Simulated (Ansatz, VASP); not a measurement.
# CsI2 in VASP and in Ansatz

```
Cs I
1.0
     0.00000    5.27818    5.27818
     5.27818    0.00000    5.27818
     5.27818    5.27818    0.00000
Cs I
2 4
Cartesian
  5.2782 5.2782 5.2782
  7.9173 7.9173 7.9173
  1.3195 1.3195 1.3195
  1.3195 3.9586 3.9586
  3.9586 1.3195 3.9586
  3.9586 3.9586 1.3195
```

Change from the starting cell: species swapped into the SmRu2 type (Fd-3m, No. 227).

Alike in both runs: functional PBE; k mesh 6 × 6 × 6; occupations gaussian, width 0.1 eV; no spin polarisation.

Ansatz relaxed the structure, and its values are those at the end. VASP's run is a single point on that final structure, the one shown.

|  | VASP | Ansatz |
| --- | --- | --- |
| version | VASP 6.6.1 | Ansatz 0.2.0 |
| potentials or method | VASP PAW PBE potentials, release 64 (Cs_sv, I) | scalar-relativistic, plane waves, PAW |
| plane-wave cutoff (eV) | 520 | 420 |
| valence electrons in the cell | 46 | 86 |

|  | VASP | Ansatz | Ansatz less VASP |
| --- | --- | --- | --- |
| gap on the k mesh at the Fermi level (eV) | none | none | - |
| pressure (GPa) | 0.0 | 0.0 | -0.01 |

A gap of «none» marks a metal or a gap that the smearing closes. The two sets of potentials don't hold the same shells in valence.

Spin-orbit coupling is left out, which matters for the levels of Cs, I.
